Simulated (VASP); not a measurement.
Si, 1 atom in the cell. The structure is hexagonal, space group P6/mmm (No. 191). Conventional cell: a = 2.621 Å, b = 2.621 Å, c = 2.466 Å, α = 90.00°, β = 90.00°, γ = 120.00°. Si (site symmetry 6/mmm) has 8 Si at 2.47 to 2.62 Å as nearest neighbours. This isn't the form of Si at room conditions, which is diamond.

* Program: VASP 6.6.1
* Task: single point
* Functional: PBE
* Potentials or basis: VASP PAW PBE potentials, release 64 (Si)
* Cutoff: 520 eV
* k mesh: 12 × 12 × 11
* Occupations: gaussian, width 0.1 eV
* Spin: no spin polarisation
* Further INCAR settings: ALGO = Normal; EDIFF = 1.00e-06; NBANDS = 8

Potentials or basis: VASP PAW PBE potentials, release 64 (Si).

The run is started by

```bash
$ python run.py
```

Hardware: 1 thread of Intel(R) Xeon(R) 6975P-C (Granite Rapids) (shared host).

Q: How long does it take, and how much memory?

A: It took 5.7 s on 1 thread of Intel(R) Xeon(R) 6975P-C (Granite Rapids), with other jobs on the host, peak memory 0.11 GiB. Counts: scf iterations 10, k points 114.
